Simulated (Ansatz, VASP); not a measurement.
**One calculation of Sb, two programs**

```
Sb
1.0
     3.28605    0.00000    0.00000
    -1.64303    2.84581    0.00000
     0.00000    0.00000    5.35849
Sb
2
Direct
  0.66667 0.33333 0.75000
  0.33333 0.66667 0.25000
```

Change from the starting cell: volume scaled by 0.94.

Alike in both runs: task single point; functional PBEsol; k mesh 9 × 9 × 5; occupations fermi-dirac, width 0.05 eV; no spin polarisation.

```csv
,VASP,Ansatz
version,VASP 6.6.1,Ansatz 0.2.0
potentials or method,"VASP PAW PBE potentials, release 64 (Sb)",Ansatz PAW
plane-wave cutoff (eV),520,420
valence electrons in the cell,10,30
```

```csv
,VASP,Ansatz,Ansatz less VASP
gap on the k mesh at the Fermi level (eV),none,none,-
pressure (GPa),2.7,2.7,-0.02
```

A gap of «none» marks a metal or a gap that the smearing closes. The functional is the same, so the differences come from potentials, cutoffs and numerics. The two sets of potentials don't hold the same shells in valence.

Caveats: the PAW data sets were made with another functional, which shifts forces and pressure a little (VASP); the PAW data sets come from PBE, with cores solved anew for the run's functional, which leaves a small shift of forces and pressure (Ansatz). Spin-orbit coupling is left out, which matters for the levels of Sb.
